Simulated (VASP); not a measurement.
# Be (P3_121) in VASP: further runs, part 2 of 2

VASP 6.6.1.

### Step 4. Relaxation of cell and atoms, PBE

This run uses another cell than the first one: it holds 1 atom, not 3.

File INCAR:

```
SYSTEM = Be
ALGO = Normal
EDIFF = 1E-6
EDIFFG = -0.01
ENCUT = 600
GGA = PE
IBRION = 2
ISIF = 3
ISMEAR = 0
LASPH = .TRUE.
LCHARG = .FALSE.
LREAL = .FALSE.
LWAVE = .FALSE.
NELM = 100
NSW = 100
PREC = Accurate
SIGMA = 0.1
```

File KPOINTS:

```
k-points
0
G
  30 30 30
  0 0 0
```

File POSCAR:

```
Be
1.0
   -1.2493997093      1.2493997093      1.2493997093
    1.2493997093     -1.2493997093      1.2493997093
    1.2493997093      1.2493997093     -1.2493997093
Be
1
Direct
    0.0000000000      0.0000000000      0.0000000000
```

Potentials or basis: VASP PAW PBE potentials, release 64 (Be).

Launch:

```bash
$ cat potpaw_PBE.64/Be/POTCAR > POTCAR
$ mpirun -np 1 vasp_std > vasp.out
```

OUTCAR:

```text
SYSTEM = Be
   EDIFF = 1E-6
   EDIFFG = -0.01
   ENCUT = 600
   GGA = PE
   IBRION = 2
   ISIF = 3
   ISMEAR = 0
   LASPH = .TRUE.
   LREAL = .FALSE.
   NELM = 100
   NSW = 100
   PREC = Accurate

 ion  position               nearest neighbor table
   1  0.000  0.000  0.000-

  LATTYP: Found a body centered cubic cell.
 ALAT       =     2.4987994186

  Lattice vectors:

 A1 = (  -1.2493997093,   1.2493997093,   1.2493997093)
 A2 = (   1.2493997093,  -1.2493997093,   1.2493997093)
 A3 = (   1.2493997093,   1.2493997093,  -1.2493997093)

Analysis of symmetry for initial positions (statically):
=====================================================================
 Subroutine PRICEL returns:
 Original cell was already a primitive cell.

 Routine SETGRP: Setting up the symmetry group for a
 body centered cubic supercell.

 Subroutine GETGRP returns: Found 48 space group operations
 (whereof 48 operations were pure point group operations)
 out of a pool of 48 trial point group operations.

The static configuration has the point symmetry O_h .

Analysis of symmetry for dynamics (positions and initial velocities):
=====================================================================
 Subroutine PRICEL returns:
 Original cell was already a primitive cell.

 Routine SETGRP: Setting up the symmetry group for a
 body centered cubic supercell.

 Subroutine GETGRP returns: Found 48 space group operations
 (whereof 48 operations were pure point group operations)
 out of a pool of 48 trial point group operations.

The dynamic configuration has the point symmetry O_h .

 Subroutine INISYM returns: Found 48 space group operations
 (whereof 48 operations are pure point group operations),
 and found     1 'primitive' translations
[... 164 lines left out ...]

 POSITION                                       TOTAL-FORCE (eV/Angst)
 -----------------------------------------------------------------------------------
      0.00000      0.00000      0.00000        -0.000000     -0.000000      0.000000
 -----------------------------------------------------------------------------------
    total drift:                                0.000000      0.000000      0.000000

  FREE ENERGIE OF THE ION-ELECTRON SYSTEM (eV)
  ---------------------------------------------------
  free  energy   TOTEN  =        -3.6674073200 eV

  energy  without entropy=       -3.6669583096  energy(sigma->0) =       -3.66718281

--------------------------------------- Ionic step        2  -------------------------------------------

 number of electron       2.0000000 magnetization

 Free energy of the ion-electron system (eV)
  ---------------------------------------------------
  ext. energy  EPLUGINS =         0.00000000
  ---------------------------------------------------
  free energy    TOTEN  =        -3.66743336 eV

  energy without entropy =       -3.66698180  energy(sigma->0) =       -3.66720758

 E-fermi :   8.0212     XC(G=0): -10.6477

 val. band max:        7.9874541652   @ k =  -0.4000  -0.4000   0.1333
 cond. band min:       8.0331624631   @ k =   0.2667   0.2667   0.1667
 fundamental gap:      0.0457082979
 Fermi energy:         8.0212401619

 k-point     1 :       0.0000    0.0000    0.0000
  band No.  band energies     occupation
      1      -4.2976      2.00000
      2      27.4178      0.00000
      3      27.4178      0.00000
      4      27.4178      0.00000
      5      38.7995      0.00000
[... 177 lines left out ...]
 k-point    24 :       0.2667    0.0333    0.0000
  band No.  band energies     occupation
      1      -1.4526      2.00000
      2      16.3765      0.00000
      3      22.0863      0.00000
      4      24.6221      0.00000
      5      31.0346      0.00000

 [... further k-points ...]

------------------------ aborting loop because EDIFF is reached ----------------------------------------

  FORCE on cell =-STRESS in cart. coord.  units (eV):
  Direction    XX          YY          ZZ          XY          YZ          ZX
  --------------------------------------------------------------------------------------
  -------------------------------------------------------------------------------------
  Total        0.0020302      0.0020302      0.0020302      0.0000000     -0.0000000     -0.0000000
  in kB        0.4158640      0.4158640      0.4158640      0.0000000     -0.0000000     -0.0000000
  external PRESSURE =       0.4158640 kB  Pullay stress =       0.0000000 kB

 VOLUME and BASIS-vectors are now :
 -----------------------------------------------------------------------------
  energy-cutoff  :      600.00
  volume of cell :        7.82
      direct lattice vectors                 reciprocal lattice vectors
    -1.250489726  1.250489726  1.250489726     0.000000000  0.399843349  0.399843349
     1.250489726 -1.250489726  1.250489726     0.399843349  0.000000000  0.399843349
     1.250489726  1.250489726 -1.250489726     0.399843349  0.399843349  0.000000000

 POSITION                                       TOTAL-FORCE (eV/Angst)
 -----------------------------------------------------------------------------------
      1.25049      1.25049     -1.25049        -0.000000     -0.000000      0.000000
 -----------------------------------------------------------------------------------
    total drift:                               -0.000000     -0.000000      0.000000

  FREE ENERGIE OF THE ION-ELECTRON SYSTEM (eV)
  ---------------------------------------------------
  free  energy   TOTEN  =        -3.6674333569 eV

  energy  without entropy=       -3.6669818020  energy(sigma->0) =       -3.66720758

 reached required accuracy - stopping structural energy minimisation
```

OSZICAR:

```text
N       E                     dE             d eps       ncg     rms          rms(c)
DAV:   1    -0.157085375280E+01   -0.15709E+01   -0.12169E+03  7795   0.368E+02
DAV:   2    -0.368705264677E+01   -0.21162E+01   -0.19069E+01 10010   0.420E+01
DAV:   3    -0.369798353128E+01   -0.10931E-01   -0.10927E-01  9410   0.246E+00
DAV:   4    -0.369798938769E+01   -0.58564E-05   -0.58555E-05 11225   0.512E-02
DAV:   5    -0.369798938760E+01    0.87802E-10   -0.44784E-09  9355   0.296E-04    0.788E-01
DAV:   6    -0.367601775451E+01    0.21972E-01   -0.24989E-03  9120   0.704E-01    0.486E-01
DAV:   7    -0.366743016503E+01    0.85876E-02   -0.24562E-03  8505   0.735E-01    0.182E-02
DAV:   8    -0.366740709287E+01    0.23072E-04   -0.71691E-06  9270   0.338E-02    0.690E-03
DAV:   9    -0.366740731995E+01   -0.22708E-06   -0.98483E-07 10115   0.101E-02
   1 F= -.36674073E+01 E0= -.36671828E+01  d E =-.366741E+01
       N       E                     dE             d eps       ncg     rms          rms(c)
DAV:   1    -0.366743398680E+01   -0.26894E-04   -0.87404E-05  8115   0.107E-01    0.389E-03
DAV:   2    -0.366743335689E+01    0.62992E-06   -0.77207E-08  9410   0.366E-03
   2 F= -.36674334E+01 E0= -.36672076E+01  d E =-.260369E-04
```

CONTCAR:

```text
Be
   1.00000000000000
    -1.2504897259927079    1.2504897259927079    1.2504897259927079
     1.2504897259927079   -1.2504897259927079    1.2504897259927079
     1.2504897259927079    1.2504897259927079   -1.2504897259927079
  Be
     1
Direct
     0.0000000000000000    0.0000000000000000    1.0000000000000000

  0.00000000E+00  0.00000000E+00  0.00000000E+00
```

Wall time 21 s (1 thread of AMD EPYC 7R13 (Zen 3), shared host); peak memory 0.11 GiB.

What came out:

```
Free energy                            : -3.6674 eV
Relaxed volume                         : 7.82 Å³/atom
Relaxed cell                           : a = 2.166 Å, b = 2.166 Å, c = 2.166 Å, α = 109.47°, β = 109.47°, γ = 109.47°
Space group after relaxing (to 0.05 Å) : Im-3m (No. 229)
Energy gained by relaxing              : 0.0 meV/atom
Ionic steps                            : 2
Pressure after relaxing                : 0.0 GPa
Band gap on the k mesh                 : none (metal or under the smearing width)
```

Final structure:
```xyz
1
Lattice="-1.2505 1.2505 1.2505 1.2505 -1.2505 1.2505 1.2505 1.2505 -1.2505" Properties=species:S:1:pos:R:3 pbc="T T T"
Be    1.2505    1.2505   -1.2505
```

### Step 5. Summary

```tsv
task	cell	k mesh	cutoff (eV)	gap on the mesh (eV)	pressure (GPa)
single point	P3_121, 8.1 Å³/atom	9 × 9 × 6	520	none	55.6
single point	Im-3m, 7.81 Å³/atom	30 × 30 × 30	520	none	0.2
relaxation of cell and atoms	relaxed	30 × 30 × 30	600	none	0.0
```

Alike in all rows: level PBE; potentials or basis VASP PAW PBE potentials, release 64 (Be); no spin polarisation; smearing gaussian 0.1 eV.

Caveats: a pressure of tens of GPa on the cell as given is suspect, and the run, the potentials or the cell itself is likely at fault (some runs); forces of over 1 eV/Å show positions far from the minimum, so gaps and moduli don't describe the material at rest (some runs).

Total energies depend on the potentials used, so only differences within one code and one set of settings carry meaning.
